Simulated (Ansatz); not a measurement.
The system is CuO.

```
Cu O
1.0
     2.55255    0.00000    0.00000
     0.00000    2.55255    0.00000
     0.00000    0.00000    2.55255
Cu O
1 1
Direct
  0.00000 0.00000 0.00000
  0.50000 0.50000 0.50000
```

Measurements of this composition are mostly on another form, of space group No. 15.

- Program: Ansatz 0.2.0
- Task: relaxation of cell and atoms
- Functional: PBE
- Potentials or basis: Ansatz PAW
- Cutoff: 420 eV (not typed: the program's choice for these potentials)
- k mesh: 10 × 10 × 10
- Occupations: fermi-dirac, width 0.05 eV
- Spin: no spin polarisation
- Hubbard terms: Cu d U = 3 eV

At the start: volume 8.32 Å³/atom.

Problem. How do energy, volume and symmetry change on relaxing?

Solution. It ends after 9 steps and the volume is 9.26 Å³/atom (+11.4 %); space group Pm-3m (No. 221, to 0.05 Å).

Step by step:
| step | energy change (eV) | largest force (eV/Å) | volume (Å³) |
| --- | --- | --- | --- |
| 1 | 0.0000 | 0.0000 | 16.63 |
| 2 | -0.0787 | 0.0000 | 17.43 |
| 3 | -0.1068 | 0.0000 | 18.27 |
| 4 | -0.1068 | 0.0000 | 18.41 |
| 5 | -0.1068 | 0.0000 | 18.42 |
| 6 | -0.1205 | 0.0000 | 18.42 |
| 7 | -0.1204 | 0.0000 | 18.52 |
| 8 | -0.1204 | 0.0000 | 18.53 |
| 9 | -0.1209 | 0.0000 | 18.53 |

Final structure:
```yaml
crystal:
  lattice:
    - [2.64611, 0.00000, 0.00000]
    - [0.00000, 2.64611, 0.00000]
    - [0.00000, 0.00000, 2.64611]
  atoms:
    - { symbol: Cu, position: [0.00000, 0.00000, 0.00000] }
    - { symbol: O, position: [0.50000, 0.50000, 0.50000] }
```

Caveat: the plane-wave basis is chosen anew once the cell has moved, so the energies of steps on either side of that aren't comparable; the pressure holds a Pulay correction of +0.7 GPa for the finite cutoff; an odd number of electrons without spin polarisation forces a metal; a magnetic or distorted state may lie lower; the run has no spin polarisation, though such a crystal can be magnetic; U without spin polarisation on a metal has little footing.
